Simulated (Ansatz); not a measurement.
Rocksalt MgSe, relaxed with r2SCAN: the symmetry is Fm-3m (No. 225, cubic); conventional cell a = 5.473 Å, 20.49 Å³ an atom. Mg is surrounded by 6 Se at 2.74 Å; Se is surrounded by 6 Mg at 2.74 Å. One-shot G0W0@PBE in Ansatz 0.2.0 on a 6×6×6 mesh (contour deformation, no spin-orbit coupling), from a PBE gap of 1.802 eV over the mesh points (the G0W0 gap is indirect on the mesh); the number N of bands summed and the screening cutoff rise together. The values are computed, spin-unpolarised, and not measurements.

| N | cutoff (eV) | 1000/N | G0W0 gap (eV) |
| --- | --- | --- | --- |
| 106 | 100 | 9.434 | 2.870 |
| 237 | 180 | 4.219 | 3.029 |

Question: Lay a straight line in 1000/N through these rows.

Answer: The slope is -0.0305 eV per unit of 1000/N and the intercept 3.158 eV.

Question: Predict the gap at N = 448 (260 eV).

Answer: 3.158 + (-0.0305) × 2.232 = 3.090 eV; the run gives 3.095 eV, +0.005 eV from the line.

Question: With that run's result added, what limit do the last two rows suggest?

Answer: Their slope is (3.095 − 3.029)/(2.232 − 4.219) = -0.0332, which meets 1/N = 0 at 3.17 eV, against 3.158 eV from the first line. The two lines nearly agree; the k mesh isn't extrapolated.

Spin-orbit coupling is left out.
